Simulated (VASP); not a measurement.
Input of a VASP 6.6.1 run:

The input INCAR:

```
SYSTEM = BiTe
PREC = Accurate ; ENCUT = 520
EDIFF = 1E-7 ; ISMEAR = -1
SIGMA = 0.05 ; LREAL = .FALSE.
LASPH = .TRUE. ; NELM = 60
ALGO = Normal ; ISIF = 2
LWAVE = .FALSE. ; LCHARG = .FALSE.
GGA = PE ; NBANDS = 18
```

Contents of KPOINTS:

```
regular mesh
0
G
  7 7 7
  0 0 0
```

File POSCAR:

```
BiTe
1.0
    2.4227077728      1.3987509848      3.3172919545
   -2.4227077728      1.3987509848      3.3172919545
    0.0000000000     -2.7975019696      3.3172919545
Bi Te
1 1
Direct
    0.5044880000      0.4998580000      0.4976060000
   -0.0054950000      0.0073700000      0.0047280000
```

Potentials or basis: VASP PAW PBE potentials, release 64 (Bi_d, Te).

Run with:

```sh
$ cat potpaw_PBE.64/Bi_d/POTCAR potpaw_PBE.64/Te/POTCAR > POTCAR
$ mpirun -np 1 vasp_std > vasp.out
```

(1) What does it give for the largest force?

(2) Estimate the pressure.

Answers

(1) 0.095 eV/Å.

(2) 0.1 GPa.
